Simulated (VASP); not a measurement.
# C (P6_3/mmc) in VASP: further runs, part 2 of 2

VASP 6.6.1.

### Step 3. Relaxation of cell and atoms, PBE+D3(BJ)

This run uses another cell than the first one, of 8.81 Å³/atom, 0.857 times its volume.

Contents of INCAR:

```
PREC = Accurate
ENCUT = 520
EDIFF = 1E-7
ISMEAR = 0
SIGMA = 0.02
LREAL = False
LASPH = True
NELM = 60
ALGO = Normal
ISIF = 3
LWAVE = False
LCHARG = False
GGA = PE
IVDW = 12
IBRION = 2
NSW = 80
EDIFFG = -0.002
AMIX = 0.2
```

Contents of KPOINTS:

```
Automatic mesh
0
Gamma
  15 15 4
```

Contents of POSCAR:

```
C                                       
1.0
    2.4659359871     -0.0000000000     -0.0000000000
   -1.2329679936      2.1355632092     -0.0000000000
   -0.0000000000      0.0000000000      6.6907089706
  C             
     4
Direct
     0.0000000000000000    0.0000000000000000    0.2500000000000000
     1.0000000000000000    1.0000000000000000    0.7500000000000000
     0.3333333300000021    0.6666666699999979    0.2500000000000000
     0.6666666699999979    0.3333333300000021    0.7500000000000000
```

Potentials or basis: VASP PAW PBE potentials, release 64 (C).

On the command line:

```bash
$ cat potpaw_PBE.64/C/POTCAR > POTCAR
$ mpirun -np 1 vasp_std > vasp.out
```

OUTCAR:

```text
PREC = Accurate
   ENCUT = 520
   EDIFF = 1E-7
   ISMEAR = 0
   LREAL = False
   LASPH = True
   NELM = 60
   ISIF = 3
   GGA = PE
   IVDW = 12
   IBRION = 2
   NSW = 80
   EDIFFG = -0.002
   AMIX = 0.2
 IVDW          = 12

 ion  position               nearest neighbor table
   1  0.000  0.000  0.250-   3 1.42   3 1.42   3 1.42
   2  0.000  0.000  0.750-   4 1.42   4 1.42   4 1.42
   3  0.333  0.667  0.250-   1 1.42   1 1.42   1 1.42
   4  0.667  0.333  0.750-   2 1.42   2 1.42   2 1.42

  LATTYP: Found a hexagonal cell.
 ALAT       =     2.4659359871
 C/A-ratio  =     2.7132533065

  Lattice vectors:

 A1 = (   2.4659359871,   0.0000000000,   0.0000000000)
 A2 = (  -1.2329679936,   2.1355632092,   0.0000000000)
 A3 = (   0.0000000000,   0.0000000000,   6.6907089706)

Analysis of symmetry for initial positions (statically):
=====================================================================
 Subroutine PRICEL returns:
 Original cell was already a primitive cell.

 Routine SETGRP: Setting up the symmetry group for a
 hexagonal supercell.

 Subroutine GETGRP returns: Found 24 space group operations
 (whereof 12 operations were pure point group operations)
 out of a pool of 24 trial point group operations.

The static configuration has the point symmetry D_3d.
 The point group associated with its full space group is D_6h.

Analysis of symmetry for dynamics (positions and initial velocities):
=====================================================================
 Subroutine PRICEL returns:
 Original cell was already a primitive cell.

 Routine SETGRP: Setting up the symmetry group for a
 hexagonal supercell.

 Subroutine GETGRP returns: Found 24 space group operations
 (whereof 12 operations were pure point group operations)
 out of a pool of 24 trial point group operations.

The dynamic configuration has the point symmetry D_3d.
 The point group associated with its full space group is D_6h.

 Subroutine INISYM returns: Found 24 space group operations
 (whereof 12 operations are pure point group operations),
 and found     1 'primitive' translations

----------------------------------------------------------------------------------------

                                     Primitive cell

  volume of cell :      35.2344

[... 114 lines left out ...]
  Fermi-wavevector in a.u.,A,eV,Ry     =   1.258325  2.377889 21.543205  1.583381
  Thomas-Fermi vector in A             =   2.391940
   LORBIT       =      0    0 simple, 1 ext, 2 COOP (PROOUT), +10 PAW based schemes
   GGA     = PE    functional components
   LHFCALC =     F    Hartree Fock is set to
   AEXX    =    0.0000 exact exchange contribution
   IVDW    =    12    specifies the selected vdW correction
   LEPSILON=     F    determine dielectric tensor
   LRPA    =     F    only Hartree local field effects (RPA)
 conjugate gradient relaxation of ions
 non-spin polarized calculation
 Gauss-broadening in eV      SIGMA  =   0.02
  energy-cutoff  :      520.00
  volume of cell :       35.23
 maximum number of plane-waves:       979
   NGX =  9   NGY =  9   NGZ = 25

--------------------------------------- Ionic step        1  -------------------------------------------

 number of electron      15.9999994 magnetization

 Free energy of the ion-electron system (eV)
  ---------------------------------------------------
  ext. energy  EPLUGINS =         0.00000000
  ---------------------------------------------------
  free energy    TOTEN  =       -36.83925723 eV

  energy without entropy =      -36.83905980  energy(sigma->0) =      -36.83915851

------------------------ aborting loop because EDIFF is reached ----------------------------------------

 Edisp (eV)   -0.62744

 E8    (eV) :    -0.1779
[... 285 lines left out ...]
--------------------------------------- Ionic step        8  -------------------------------------------

 number of electron      15.9999994 magnetization

 Free energy of the ion-electron system (eV)
  ---------------------------------------------------
  ext. energy  EPLUGINS =         0.00000000
  ---------------------------------------------------
  free energy    TOTEN  =       -36.84298490 eV

  energy without entropy =      -36.84278359  energy(sigma->0) =      -36.84288424

 E-fermi :   4.6453     XC(G=0): -10.3066

 val. band max:        4.6434057252   @ k =   0.3333   0.3333   0.5000
 cond. band min:       4.6458591003   @ k =   0.3333   0.3333   0.2500
 fundamental gap:      0.0024533751
 Fermi energy:         4.6452704682

 k-point     1 :       0.0000    0.0000    0.0000
  band No.  band energies     occupation
      1     -14.9865      2.00000
      2     -14.6906      2.00000
      3      -3.8437      2.00000
      4      -1.8954      2.00000
      5       1.6320      2.00000
      6       1.6320      2.00000
      7       1.6501      2.00000
      8       1.6501      2.00000
      9       8.9277      0.00000
     10      12.9617      0.00000
     11      12.9618      0.00000
     12      13.0128      0.00000
[... 331 lines left out ...]
 k-point    24 :       0.4000    0.2000    0.0000
  band No.  band energies     occupation
      1      -9.0486      2.00000
      2      -8.9447      2.00000
      3      -8.0259      2.00000
      4      -7.9597      2.00000
      5      -4.2097      2.00000
      6      -4.1085      2.00000
      7       2.7515      2.00000
      8       3.4100      2.00000
      9       6.0039      0.00000
     10       6.1357      0.00000
     11      15.1527      0.00000
     12      15.8066      0.00000

 [... further k-points ...]

------------------------ aborting loop because EDIFF is reached ----------------------------------------

 Edisp (eV)   -0.62380

 E8    (eV) :    -0.1767
[... 27 lines left out ...]
  FREE ENERGIE OF THE ION-ELECTRON SYSTEM (eV)
  ---------------------------------------------------
  free  energy   TOTEN  =       -37.4667818724 eV

  energy  without entropy=      -37.4665805696  energy(sigma->0) =      -37.46668122

 reached required accuracy - stopping structural energy minimisation
```

It took 98 s on 1 thread of Intel Xeon Platinum 8488C (Sapphire Rapids), shared host; peak memory 0.17 GiB.

Results:

| Property | Result |
| --- | --- |
| Free energy | -37.4668 eV |
| Relaxed volume | 8.85 Å³/atom |
| Relaxed cell | a = 2.466 Å, b = 2.466 Å, c = 6.723 Å, α = 90.00°, β = 90.00°, γ = 120.00° |
| Space group after relaxing (to 0.05 Å) | P6_3/mmc (No. 194) |
| Energy gained by relaxing | 0.0 meV/atom |
| Ionic steps | 8 |
| Pressure after relaxing | 0.0 GPa |
| Band gap on the k mesh | none (metal or under the smearing width) |
| Dispersion energy per atom | -0.156 eV |

Final structure:
```yaml
crystal:
  lattice:
    - [2.46634, 0.00000, 0.00000]
    - [-1.23317, 2.13591, 0.00000]
    - [0.00000, 0.00000, 6.72315]
  atoms:
    - { symbol: C, position: [0.00000, 0.00000, 0.25000] }
    - { symbol: C, position: [0.00000, 0.00000, 0.75000] }
    - { symbol: C, position: [0.33333, 0.66667, 0.25000] }
    - { symbol: C, position: [0.66667, 0.33333, 0.75000] }
```
